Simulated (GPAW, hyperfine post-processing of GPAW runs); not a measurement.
# Reading the 7Li spectrum of LiMnF3

Calculated values: DFT, revPBE+U, plane-wave PAW, GPAW setups, collinear spin, scalar-relativistic (GPAW), contact and point-dipole shifts scaled to 298 K with Θ = 0 K (a pure Curie law); spin-only moments, above the ordering temperature.

```
Mn F Li
1.0
     7.67298    0.00000    0.00000
     0.00000    3.25814    0.00000
     0.00000    0.00000    4.91663
Mn F Li
2 6 2
Direct
  0.50000 0.00000 0.50000
  0.00000 0.00000 0.50000
  0.57473 0.50000 0.75081
  0.92527 0.50000 0.75081
  0.25000 0.00000 0.73564
  0.75000 0.00000 0.26436
  0.07473 0.50000 0.24919
  0.42527 0.50000 0.24919
  0.25000 0.50000 0.96717
  0.75000 0.50000 0.03283
```

7Li MAS at 4.7 T (77.8 MHz), 62.5 kHz, 298 K; contact and dipolar shift alone, no orbital or quadrupolar part; lines under 1.5 % of the strongest are left out. NMR lines, with heights relative to the strongest:

```
position (ppm)  intensity
       -1247.0        4.1
        -443.5         38
         360.1        100
        1163.7         24
        1967.3         10
```

**Question.** Which lines are isotropic ones rather than spinning sidebands, and which Li atoms give them?

Sidebands are spaced by 804 ppm (the spinning rate over the resonance of 77.8 MHz). An isotropic line need not be the tallest: it is the area-weighted centre of its own family of sidebands, and the one that stays put when the rate is changed. Isotropic shifts: 360 ppm for atom 9 and the 1 atom equivalent to it (8 Mn through links of 107° (4) and 127° (4)), reduced anisotropy 1532 ppm.

[Logs are printed without paths, hosts, clocks, repeated set-up lines and the standing remarks that a program may print on its own settings, such as how far it seeks lower states.]

[Hosts, paths, dates, database ids (printed as entryN), source tags and the programs' standing remarks are cut or masked in the printed files.]
